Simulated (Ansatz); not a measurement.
**Ni: one cell, many SCF starts, part 1 of 2**

Wanted: the lowest electronic state of Ni in this cell. One SCF may end in a higher state, so several starts are tried. We look at Ni: its experimental structure (space group Fm-3m, primitive cell doubled), with 2 atoms per cell. Source: COD entry 9012427, which need not be the ambient phase.

The COD entry's cell or inner coordinates are ideal or old and differ from later refinements, so a difference from it is no clean test against experiment.

Computed with Ansatz 0.2.0 (DFT PBE, PAW, plane waves, scalar-relativistic, unless a step's input says otherwise).

### Step 1. The starting structure

Symmetry: Fm-3m, No. 225, cubic system. The conventional cell has a = 3.517 Å, b = 3.517 Å, c = 3.517 Å, α = 90.00°, β = 90.00°, γ = 90.00°. Around Ni (site symmetry m-3m) lie 12 Ni at 2.49 Å.

Coordinates:

```cif
data_structure
_symmetry_space_group_name_H-M 'Fm-3m'
_symmetry_Int_Tables_number 225
_cell_length_a 3.5168
_cell_length_b 3.5168
_cell_length_c 3.5168
_cell_angle_alpha 90.000
_cell_angle_beta 90.000
_cell_angle_gamma 90.000
_cell_volume 43.50
loop_
_atom_site_label
_atom_site_type_symbol
_atom_site_symmetry_multiplicity
_atom_site_Wyckoff_symbol
_atom_site_fract_x
_atom_site_fract_y
_atom_site_fract_z
_atom_site_occupancy
Ni1 Ni 4 a 0.00000 0.00000 0.00000 1
```

Labels such as Ni2 number the atoms in the order of the input file.

First come: parallel moments, plain SCF; opposed moments +-, plain SCF; no spin polarisation; spin on, no moments given (the program may seed its own), plain SCF. What is tried next depends on their ends.

“Plain SCF” means no search for lower states. 

The total moment includes the space between the atomic spheres.

### Step 2. Parallel moments, plain SCF

Contents of input.yaml:

```yaml
crystal:
  lattice:
    - [0.0, -1.7584, -1.7584]
    - [-3.5168, -1.7584, -1.7584]
    - [0.0, 1.7584, -1.7584]
  atoms:
    - { symbol: Ni, position: [0.0, 0.0, 0.0], spin: 2.0 }
    - { symbol: Ni, position: [0.0, 0.5, 0.5], spin: 2.0 }
magnetization:
  spin_polarized: true
hamiltonian:
  xc: pbe
  pseudopotentials: { kind: paw }
basis:
  ecutwfc: 420
kpoints:
  mp_grid: { grid: [12, 7, 10] }
scf:
  occupations: { method: fermi_dirac, width: 0.1 }
  lower_state_search: "off"
output:
  forces: true
  stress: true
```

Started as:

```bash
ansatz run input.yaml --threads 2 --pin off --max-ram 5120MiB --backend cpu --events-out ev --progress --plain --runs-dir out
```

What it wrote, shortened:

```text
Warning: crystal.symmetry: narrowed to the stabiliser of the k-point mesh — unitary ops 32 → 8; excluded 24 operations that carry a point of the 12×7×10 mesh (shift [0, 0, 0]) off the mesh (the run samples exactly the mesh kpoints.mp_grid names, as under crystal.symmetry.detect: false, [...]
Pseudopotentials: kind: paw
Pseudopotential: Ni, paw, valence charge 18, recommended cutoff 420 eV (normal), Ni.paw.azcp
Functional definition: PBE
[...]
Crystal: 2 atoms, lattice volume = 21.748 Å³
Basis set: ecut = 420 eV, 403 PW (Γ), exchange–correlation on 36×60×36 points (8 copies of the dense FFT grid, shifted against one another)
Bands: 24, of which v1, the nominal top of the filled ones, is band 18 counted from 1 (17 counted from 0)
Symmetry: 8 space group operations
k-points: 258 of 840
[...]
Starting moments: Σ|m| = 4 μB on 2 of 2 sites
[...]
SCF iter   1: F=—  HF=-11678.936372 eV  |F-HF|=—  |Δ(HF+E_count)|=         —  Δρ=1.28e-1 (↑1.18e-1 ↓1.28e-1)  dr2=1.77e-2  dr2_m=2.99e0  M=1.860 μB ∫|m|=2.070 μB  β_m=0.30  ethr=4.93e-5  ⟨swp⟩=1.1  Hψ=60845  notcnv=0
[...]
spin-set hold released at iteration 1 (the charge has settled, or the pull on large starting moments outlasts its swing): the magnetisation degrees of freedom join the quasi-Newton model from the next iteration; the mixer history was flushed
[...]
SCF iter  10: F=-11679.496982 eV  HF=-11679.496982 eV  |F-HF|=4.99e-9  |Δ(HF+E_count)|=   7.67e-9  Δρ=6.98e-6 (↑2.27e-6 ↓6.98e-6)  dr2=5.99e-9  dr2_m=1.26e-9  M=1.279 μB ∫|m|=1.454 μB  ethr=4.03e-11  ⟨swp⟩=2.0  Hψ=38199  notcnv=0
[...]
SCF converged after 10 iterations
Magnetization: 1.2791 μB (18.6395 up, 17.3605 down)
Absolute magnetization: 1.4560 μB (∫|ρ↑−ρ↓|, with the PAW one-centre terms)
Spin contamination: 0.0137 ħ² per cell (⟨S²⟩ above its minimum at these occupations)
Per-site moments (μB) at R_I (Å): [(0.6772458489850948, 1.0257856653317008), (0.6772458489850944, 1.0257856653317008)]
Free energy (F): -11679.496982 eV
[...]
E sigma→0 (E₀):  -11679.443832 eV
Entropy (-TS):   -0.106300 eV (-53.150 meV/atom)
Fermi energy:    18.190428 eV
[...]
--- Forces (eV/Å), atoms counted from 1 ---
  atom   1  Ni     0.00000000    -0.00000000     0.00000000
  atom   2  Ni    -0.00000000    -0.00000000     0.00000000
[...]
--- Stress (GPa, compression-positive) ---
        0.681791      -0.014897      -0.014897
       -0.014896       0.765501       0.050479
       -0.014896       0.050479       0.765501
  P = ⅓ Tr σ = 0.7376 GPa (7.376 kbar)
```

It took 11 s on 2 threads of AMD EPYC 7R43 (Zen 3), shared host; peak memory 0.47 GiB.

The state reached is ferromagnetic, site moments Ni1 0.68, Ni2 0.68 μB, total 1.28 μB per cell, no gap on the k-mesh.

### Step 3. Opposed moments +-, plain SCF

Edit input.yaml of step 2 so:

```diff
@@ -7,3 +7,3 @@
     - { symbol: Ni, position: [0.0, 0.0, 0.0], spin: 2.0 }
-    - { symbol: Ni, position: [0.0, 0.5, 0.5], spin: 2.0 }
+    - { symbol: Ni, position: [0.0, 0.5, 0.5], spin: -2.0 }
 magnetization:
```

Started as:

```bash
ansatz run input.yaml --threads 2 --pin off --max-ram 5120MiB --backend cpu --events-out ev --progress --plain --runs-dir out
```

What it wrote, shortened:

```text
Warning: crystal.symmetry: narrowed to the stabiliser of the k-point mesh — unitary ops 16 → 4; excluded 12 operations that carry a point of the 12×7×10 mesh (shift [0, 0, 0]) off the mesh (the run samples exactly the mesh kpoints.mp_grid names, as under crystal.symmetry.detect: false, [...]
[... 11 lines as in an earlier run ...]
Symmetry: 4 space group operations
[... 5 lines as in an earlier run ...]
Starting moments: Σ|m| = 4 μB on 2 of 2 sites
[... 2 lines as in an earlier run ...]
spin-down is spin-up translated by (0, 0.5, 0.5): one eigenproblem is solved per k-point and the antiferromagnetic symmetry of the starting moments is kept exactly by this SCF (crystal.symmetry.spin_inversion_symmetry: false solves both channels; [...]
SCF iter   1: F=—  HF=-11678.557341 eV  |F-HF|=—  |Δ(HF+E_count)|=         —  Δρ=1.49e-1 (↑1.49e-1 ↓1.49e-1)  dr2=5.14e-2  dr2_m=4.39e0  M=0.000 μB ∫|m|=1.748 μB  β_m=0.30  ethr=1.43e-4  ⟨swp⟩=1.3  Hψ=30881  notcnv=0
[...]
[... 1 line as in an earlier run ...]
[...]
SCF iter  17: F=-11679.426387 eV  HF=-11679.426387 eV  |F-HF|=3.64e-12  |Δ(HF+E_count)|=  3.02e-10  Δρ=2.01e-7 (↑2.01e-7 ↓2.01e-7)  dr2=2.12e-12  dr2_m=5.86e-12  M=0.000 μB ∫|m|=0.000 μB  ethr=2.14e-12  ⟨swp⟩=1.5  Hψ=16550  notcnv=0
WARN: the starting moments were not kept: the SCF closed with an absolute magnetisation of 7.0e-6 μB, where they sum to 4 μB in size (2 sites). That is at most 0.1 of that sum. Measured as dr2_m measures the in/out step, that magnetisation stands 6.3e-11 eV from none, at or under the [...]
SCF converged after 17 iterations
Magnetization: 0.0000 μB (18.0000 up, 18.0000 down)
Absolute magnetization: 0.0000 μB (∫|ρ↑−ρ↓|, with the PAW one-centre terms)
Spin contamination: 0.0000 ħ² per cell (⟨S²⟩ above its minimum at these occupations)
Per-site moments (μB) at R_I (Å): [(-3.05284095544698e-6, 1.0257856653317008), (3.05284095544698e-6, 1.0257856653317008)]
Free energy (F): -11679.426387 eV
[...]
E sigma→0 (E₀):  -11679.339403 eV
Entropy (-TS):   -0.173969 eV (-86.985 meV/atom)
Fermi energy:    18.032678 eV
[...]
--- Forces (eV/Å), atoms counted from 1 ---
  atom   1  Ni     0.00000000    -0.00000000     0.00000000
  atom   2  Ni     0.00000000     0.00000000     0.00000000
[...]
--- Stress (GPa, compression-positive) ---
       -0.086758      -0.031265      -0.031265
       -0.031265      -0.471989       0.033811
       -0.031265       0.033811      -0.471989
  P = ⅓ Tr σ = -0.3436 GPa (-3.436 kbar)
```

Wall time 9 s (2 threads of AMD EPYC 7R43 (Zen 3), shared host); peak memory 0.49 GiB.

End: non-magnetic, no gap on the k-mesh. Against step 2, the lowest until now, it is 35.3 meV/atom higher.

### Step 4. No spin polarisation

Edit input.yaml of step 3 so:

```diff
@@ -6,6 +6,4 @@
   atoms:
-    - { symbol: Ni, position: [0.0, 0.0, 0.0], spin: 2.0 }
-    - { symbol: Ni, position: [0.0, 0.5, 0.5], spin: -2.0 }
-magnetization:
-  spin_polarized: true
+    - { symbol: Ni, position: [0.0, 0.0, 0.0] }
+    - { symbol: Ni, position: [0.0, 0.5, 0.5] }
 hamiltonian:
@@ -23 +21,5 @@
   stress: true
+  write_density: true
+  write_potential: true
+  elf: true
+  volumetric_format: npy
```

Started as:

```bash
ansatz run input.yaml --threads 2 --pin off --max-ram 5120MiB --backend cpu --events-out ev --progress --plain --runs-dir out
```

What it wrote, shortened:

```text
[... 11 lines as in an earlier run ...]
Bands: 22, of which v1, the nominal top of the filled ones, is band 18 counted from 1 (17 counted from 0)
[... 5 lines as in an earlier run ...]
[...]
[... 2 lines as in an earlier run ...]
SCF iter   1: F=—  HF=-11679.426064 eV  |F-HF|=—  |Δ(HF+E_count)|=         —  Δρ=1.71e-3  dr2=1.87e-4  ethr=1.77e-3  ⟨swp⟩=4.4  Hψ=20469  notcnv=0
[...]
SCF iter   6: F=-11679.426387 eV  HF=-11679.426387 eV  |F-HF|=6.20e-10  |Δ(HF+E_count)|=   7.03e-9  Δρ=3.76e-6  dr2=6.82e-10  ethr=3.57e-11  ⟨swp⟩=6.0  Hψ=33796  notcnv=0
[...]
SCF converged after 6 iterations
Free energy (F): -11679.426387 eV
[...]
E sigma→0 (E₀):  -11679.339403 eV
Entropy (-TS):   -0.173969 eV (-86.985 meV/atom)
Fermi energy:    18.032668 eV
[... 29 lines left out: energy terms, forces, stress, bands ...]
```

It took 4 s on 2 threads of AMD EPYC 7R43 (Zen 3), shared host; peak memory 0.42 GiB.

The run ends in the same state as step 3 (non-magnetic); it took 6 iterations.

### Step 5. Spin on, no moments given (the program may seed its own), plain SCF

Edit input.yaml of step 4 so:

```diff
@@ -21,5 +21,3 @@
   stress: true
-  write_density: true
-  write_potential: true
-  elf: true
-  volumetric_format: npy
+magnetization:
+  spin_polarized: true
```

Started as:

```bash
ansatz run input.yaml --threads 2 --pin off --max-ram 5120MiB --backend cpu --events-out ev --progress --plain --runs-dir out
```

What it wrote, shortened:

```text
[... 1 line as in an earlier run ...]
band count auto-derived: 24 (N_el = 36.0; filled up to band 18; 22 by the electrons, moments and atoms)
[... 19 lines as in an earlier run ...]
[...]
SCF iter   1: F=—  HF=-11678.067571 eV  |F-HF|=—  |Δ(HF+E_count)|=         —  Δρ=1.80e-1 (↑1.77e-1 ↓1.80e-1)  dr2=1.77e-2  dr2_m=6.31e0  M=2.526 μB ∫|m|=2.526 μB  ethr=3.31e-4  ⟨swp⟩=1.3  Hψ=30741  notcnv=0
[...]
SCF iter  11: F=-11679.496982 eV  HF=-11679.496982 eV  |F-HF|=2.55e-11  |Δ(HF+E_count)|=   6.37e-9  Δρ=2.78e-6 (↑1.04e-6 ↓2.78e-6)  dr2=3.49e-10  dr2_m=5.64e-10  M=1.279 μB ∫|m|=1.454 μB  ethr=6.84e-12  ⟨swp⟩=1.8  Hψ=36307  notcnv=0
[...]
SCF converged after 11 iterations
Magnetization: 1.2791 μB (18.6395 up, 17.3605 down)
Absolute magnetization: 1.4560 μB (∫|ρ↑−ρ↓|, with the PAW one-centre terms)
Spin contamination: 0.0137 ħ² per cell (⟨S²⟩ above its minimum at these occupations)
Per-site moments (μB) at R_I (Å): [(0.67724532074699, 1.0257856653317008), (0.67724532074699, 1.0257856653317008)]
Free energy (F): -11679.496982 eV
[...]
E sigma→0 (E₀):  -11679.443832 eV
Entropy (-TS):   -0.106300 eV (-53.150 meV/atom)
Fermi energy:    18.190397 eV
[... 24 lines left out: energy terms, forces, stress ...]
```

Run time: 10 s. Hardware: 2 threads of AMD EPYC 7R43 (Zen 3), shared host; peak memory 0.51 GiB.

Nothing new: the 11 iterations lead to the state found in step 2 (ferromagnetic).

(Continued in part 2 of 2.)
